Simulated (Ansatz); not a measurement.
**HfO₂ (Fm-3m), rigid cleavage**

All numbers below come from Ansatz 0.2.0, DFT PBE, scalar-relativistic, plane waves, PAW. Cutoff 420 eV, Γ-centred 7×7×3 k-points, Gaussian smearing of 0.05 eV. Spin–orbit coupling is left out, which matters for the heavy elements here. No spin polarisation. Energies are free energies at this smearing, counted from the undisturbed cell; pressure is positive in compression.

The starting cell (relaxed at this level; this fluorite-type form isn't the usual structure):

```
Hf O
1.0
     2.54881   -2.54881    0.00000
     2.54881    0.00000   -2.54881
     5.09761    5.09761    5.09761
Hf O
3 6
Cartesian
  4.2481 4.2481 4.2481
  4.2481 1.6993 1.6993
  4.2481 -0.8495 -0.8495
  5.5225 0.4249 0.4249
  0.4249 0.4249 0.4249
  5.5225 2.9737 2.9737
  8.0713 2.9737 2.9737
  2.9737 2.9737 2.9737
  2.9737 0.4249 0.4249
```

The cut lies on the cell's a–b face, a (1 1 1) plane (indices in the standard cell, whose axes needn't be the Cartesian ones shown) of area 11.25 Å², between layers 1.47 Å apart. Vector c is lengthened by d along the normal with the atoms' Cartesian places fixed: one unrelaxed cut a cell.

| d (Å) | energy (J/m²) | traction dE/dd (GPa) | gap on the mesh (eV) |
| --- | --- | --- | --- |
| -0.30 | 1.26 | -111.6 | 4.08 |
| -0.15 | ? | -35.5 | ? |
| 0.00 | 0.00 | 0.0 | 3.91 |
| 0.25 | 0.29 | 18.1 | 3.88 |
| 0.50 | 0.75 | 17.2 | 3.92 |
| 0.75 | ? | 12.5 | ? |
| 1.00 | 1.38 | 8.3 | 4.06 |
| 1.50 | 1.66 | 3.4 | 4.14 |
| 2.00 | 1.77 | 1.4 | 4.17 |
| 3.00 | 1.83 | 0.2 | 4.19 |
| 4.50 | 1.84 | 0.0 | 4.19 |
| 6.00 | 1.84 | 0.0 | ? |

Task: Give the withheld values.

Result: energy (J/m²) at d (Å) = -0.15: 0.23; gap on the mesh (eV) at d (Å) = -0.15: 3.99; energy (J/m²) at d (Å) = 0.75: 1.12; gap on the mesh (eV) at d (Å) = 0.75: 3.99; gap on the mesh (eV) at d (Å) = 6.00: 4.19.

Cost: 12 runs of about 2 core-minutes in all, on Intel Xeon Platinum 8375C (Ice Lake) (shared hosts).